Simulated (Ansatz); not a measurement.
**In: strain energy, fitted**

In, Fm-3m, a = 4.790 Å. This isn't the element's structure at ambient conditions. Ansatz: PBE, PAW, 420 eV, Γ-centred 12×12×10 mesh on 2 atoms, Gaussian smearing 0.10 eV; no spin polarisation. Series: shear of c along a, cell held, atoms fixed by symmetry; x is the strain in per cent (engineering shear). The axes a, b, c are those of the computed cell (3.388, 3.388, 4.788 Å), along [1 1 0], [-1 1 0], [0 0 1] of the cell named above. y is the free energy over the unstrained cell, V0 = 27.474 Å³/atom. Symmetry makes y even in x.

| x (%) | y (meV/atom) |
| --- | --- |
| 0.0 | 0.00 |
| 1.0 | 0.04 |
| 2.0 | 0.15 |
| 3.0 | 0.35 |
| 4.0 | 0.69 |
| 6.0 | ? |

Fit y = c2 x² + c4 x⁴ to the other rows, turn c2 into a modulus, and predict the missing energy.

Least squares on the rows shown. y = 0.03449 x² + 0.0005358 x⁴. In eV per unit strain² c2 is 0.3449; this is the shear stiffness (E = ½ C V0 γ²): 2 × 0.3449 × 160.2 / (27.474) = 4.0 GPa. Energies this small carry numerical noise of a few hundredths of a meV. With a term in x⁶ added, the coefficient of x² becomes 0.03807, 10 % more, which shows how far this figure hangs on the form. At x = 6.0 the fit asked for gives 1.94 meV/atom. The run gave 2.00 meV/atom, so the fit is 0.06 meV/atom too low, a small miss on the scale of the series. The form still works here, 50 % of the fitted range beyond its end.